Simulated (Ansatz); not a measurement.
## ZrC: computed DOS

```xyz
4
Lattice="3.8882 0.0000 0.0000 -1.9441 3.3673 0.0000 0.0000 0.0000 4.7139" Properties=species:S:1:pos:R:3 pbc="T T T"
Zr    0.0000    2.2449   -0.2725
Zr    1.9441    1.1224    2.0845
C     0.0000    2.2449    2.0450
C     1.9441    1.1224    4.4019
```

The structure comes from a relaxation in the same program, started in the wurtzite type, and has space group P6_3mc. Whether it is a known phase or the ground state wasn't checked.

All numbers below come from DFT, PBE, all-electron LAPW, scalar-relativistic in Ansatz 0.2.0.

Numerical set-up: a Γ-centred 13×13×7 k mesh, Fermi–Dirac smearing of 0.05 eV, basis error target 0.5 meV/atom, no spin polarisation.

(1) Which of the resolved shells contributes most within 0.3 eV of the Fermi level?

(2) Where is the centre of the filled Zr 4d states between -14 eV and the top of the filled states?

(3) Tabulate the density of states.

Answers

(1) Zr 4d, with 61 % of all states there; C 2p follows with 37 %.

(2) -3.16 eV from the Fermi level.

(3) States per eV and cell, averaged over 0.6 eV, from -10.6 to 4.2 eV, with energies (bin centres) from the Fermi level; empty bins are left out. The partial columns, the largest 5 alone, are projections on Löwdin-orthogonalised atomic shells (those that the program's projection atoms carry: the occupied ones and, for some elements, an empty d or f shell; other empty shells have no column), summed over atoms of an element. Weights on diffuse s and p shells depend on that basis and aren't pure angular character.
```tsv
E (eV)	total	Zr 4d	C 2p	C 2s	Zr 5s	Zr 4p
-10.4	0.13	0.00	0.00	0.06	0.06	0.00
-9.8	0.67	0.04	0.01	0.35	0.23	0.02
-9.2	3.22	0.75	0.02	1.96	0.37	0.09
-8.6	2.64	0.55	0.01	1.84	0.12	0.10
-3.8	1.66	0.61	0.83	0.02	0.15	0.01
-3.2	3.07	1.15	1.54	0.05	0.25	0.04
-2.6	2.56	1.06	1.34	0.02	0.09	0.04
-2.0	5.45	2.14	3.07	0.05	0.05	0.09
-1.4	5.89	2.08	3.56	0.02	0.03	0.13
-0.8	1.16	0.56	0.58	0.00	0.00	0.02
-0.2	0.20	0.10	0.10	0.00	0.00	0.00
0.4	0.68	0.49	0.18	0.00	0.00	0.00
1.0	1.15	0.94	0.19	0.00	0.00	0.00
1.6	1.62	1.33	0.23	0.01	0.01	0.00
2.2	1.99	1.62	0.24	0.02	0.04	0.00
2.8	1.77	1.34	0.26	0.02	0.07	0.00
3.4	1.95	1.36	0.34	0.05	0.07	0.00
4.0	3.24	2.46	0.38	0.10	0.12	0.01
```
